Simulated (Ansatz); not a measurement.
The cell is a 4-atom cell of CdS started from a crystallographic database; cell and atoms were relaxed with r2SCAN. Cd has 4 S at 2.54–2.55 Å; S has 4 Cd at 2.54–2.55 Å.

Space group P6_3mc (No. 186). a = 4.165 Å, b = 4.165 Å, c = 6.766 Å, α = 90.00°, β = 90.00°, γ = 120.00°
```csv
atom,site,symmetry,x,y,z
Cd,2b,3m.,0.3333,0.6667,0.9990
S,2b,3m.,0.3333,0.6667,0.3760
```

The questions ask for values computed with Ansatz 0.2.0 on this geometry. No spin polarisation and no zero-point or thermal motion.

Given (12×12×4 mesh): The PBE gap is direct at Γ: 1.17 eV.

(1) What does LDA give for the gap (12×12×4 mesh)?

(2) What does HSE06 give for the gap (6×6×4 mesh)?

(3) Order these levels by the gap that they give, smallest first.
A. DDH-PBE0
B. r2SCAN
C. PBE0
D. LDA
E. PBE
F. HSE06

(4) What does G0W0@PBE with 303 empty bands, a screening cutoff of 120 eV and a 6×6×2 mesh give?

(5) How strongly does the crystal screen a field with clamped ions (PBE)?

(6) How do these values compare with experiment?

Answers

(1) With LDA the gap is 0.89 eV and direct, at Γ. The gap differs by -0.28 eV from PBE's.

(2) The HSE06 gap is direct at Γ: 2.19 eV. The gap differs by +1.02 eV from PBE's.

(3) D (0.89 eV), E (1.17 eV), B (1.63 eV), F (2.19 eV), A (2.25 eV), C (2.83 eV).

(4) 1.92 eV (PBE's gap over the path plus the quasiparticle shift read on the mesh). The quasiparticle gap on this mesh is 1.92 eV (direct at Γ), against 1.17 eV from PBE: +0.75 eV. Renormalisation factors Z lie between 0.73 and 0.78. G0W0 here is at a finite number of bands, screening cutoff and k mesh, not at the basis limit.

(5) ε∞: 6.02 along x and y, 6.10 along z. Born charges, averaged over directions: Cd +2.18, S -2.18 e.

(6)
Set against measured values:
- Gap, measured 2.44 eV (direct): PBE 1.17 (-1.27), LDA 0.89 (-1.55), HSE06 2.19 (-0.25), r2SCAN 1.63 (-0.81), DDH-PBE0 2.25 (-0.19), PBE0 2.83 (+0.39) eV. Source: 2.44 eV (direct optical gap from Tauc plot of (alpha h nu)^2; UV-Vis diffuse reflectance, Tauc plot; powder; Tauc-plot gap from powder absorption of snowflake-like CdS particles; excitonic effects not separated; “Electric double layer-mediated polarization field for optimizing photogenerated carrier dynamics and thermodynamics”, 2023, pmc:10275871).
Measured gaps include zero-point and thermal shifts, optical ones also the exciton binding, and spin-orbit coupling, which these levels lack. Reports marked as nanostructured, strained, doped, implanted or mixed samples, and transport gaps, were set aside.

Spin-orbit coupling is left out.

The meshes of the hybrids are coarse, so their gaps aren't converged to the digits shown.

With a shallow d shell on the cation, G0W0 converges slowly in bands and cutoff, so these values are in doubt.
